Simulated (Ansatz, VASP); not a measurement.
**BN: VASP beside Ansatz**

```
B N
1.0
     2.60472    0.00000    0.00000
    -1.30236    2.25575    0.00000
     0.00000    0.00000    4.30725
B N
2 2
Direct
  0.66667 0.33333 0.00007
  0.33333 0.66667 0.50007
  0.66667 0.33333 0.62493
  0.33333 0.66667 0.12493
```

Alike in both runs: functional PBE; k mesh 12 × 12 × 6; occupations gaussian, width 0.02 eV; no spin polarisation.

Ansatz relaxed the structure, and its values are those at the end. VASP's run is a single point on that final structure, the one shown.

```csv
,VASP,Ansatz
version,VASP 6.6.1,Ansatz 0.2.0
potentials or method,"VASP PAW PBE potentials, release 64 (B, N)","scalar-relativistic, plane waves, PAW"
plane-wave cutoff (eV),520,420
valence electrons in the cell,16,16
```

Ansatz gave:

| Quantity | Value |
| --- | --- |
| gap on the k mesh at the Fermi level (eV) | 5.34 |
| least direct gap on the mesh (eV) | 7.96 |
| pressure (GPa) | -19.4 |

Which values does VASP return?

gap on the k mesh at the Fermi level (eV): 5.32; least direct gap on the mesh (eV): 7.95; pressure (GPa): -19.4.

The functional is the same, so the differences come from potentials, cutoffs and numerics.

Caveats: so large a pressure means that the cell lies far from this level's equilibrium, or that cutoff or potentials fall short (VASP). A k mesh can miss the band edges.
